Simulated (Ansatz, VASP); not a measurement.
## One calculation of KBr, two programs

Contents of INCAR:

```
PREC = Accurate ; ENCUT = 600
EDIFF = 1E-6 ; ISMEAR = -1
SIGMA = 0.05 ; LREAL = False
LASPH = True ; NELM = 100
ALGO = Normal ; ISIF = 3
LWAVE = False ; LCHARG = False
GGA = PE ; IBRION = 2
NSW = 40 ; EDIFFG = -0.005
```

KPOINTS

```
regular mesh
0
Gamma
  7 7 7
```

File POSCAR:

```
KBr
1.0
    0.0000000000      3.3000000000      3.3000000000
    3.3000000000      0.0000000000      3.3000000000
    3.3000000000      3.3000000000      0.0000000000
Br K
1 1
Direct
    0.5000000000      0.5000000000      0.5000000000
    0.0000000000      0.0000000000      0.0000000000
```

File input.yaml:

```yaml
crystal:
  lattice:
    - [0.0, 3.3, 3.3]
    - [3.3, 0.0, 3.3]
    - [3.3, 3.3, 0.0]
  atoms:
    - { symbol: Br, position: [0.5, 0.5, 0.5] }
    - { symbol: K, position: [0.0, 0.0, 0.0] }
hamiltonian:
  xc: pbe
  pseudopotentials: { kind: paw }
kpoints:
  mp_grid: { grid: [7, 7, 7] }
scf:
  occupations: { method: fermi_dirac, width: 0.05 }
output:
  forces: true
  stress: true
  eigenvalues: true
  write_density: true
  write_potential: true
  elf: true
  volumetric_format: npy
relax:
  f_tol: 0.01
  max_steps: 40
  cell: { stress_tol: 0.05 }
```

Alike in both runs: task relaxation of cell and atoms; functional PBE; k mesh 7 × 7 × 7; occupations fermi-dirac, width 0.05 eV; no spin polarisation.

|  | VASP | Ansatz |
| --- | --- | --- |
| version | VASP 6.6.1 | Ansatz 0.2.0 |
| potentials or method | VASP PAW PBE potentials, release 64 (Br, K_sv) | Ansatz PAW |
| plane-wave cutoff (eV) | 600 | 420 |
| valence electrons in the cell | 16 | 16 |

```tsv
	VASP	Ansatz	Ansatz less VASP
gap on the k mesh at the Fermi level, each at its own relaxed structure (eV)	4.31	4.32	+0.011
relaxed volume (Å³/atom)	37.75	37.61	-0.140
relaxed cell length with the largest relative difference (Å)	4.744	4.738	-0.0059
energy change over the relaxation (meV/atom)	-4	-4	+0.5
```

Caveats: an odd mesh through Γ misses points on the zone boundary, where band edges often lie (VASP); odd divisions of the mesh miss points on the zone boundary, where band edges often lie, so the gap on the mesh can be too wide (Ansatz); the plane-wave basis is chosen anew once the cell has moved, so the energies of steps on either side of that aren't comparable (Ansatz). PBE usually gives volumes a little too large and moduli too small. Zero-point motion and thermal expansion aren't in these numbers.
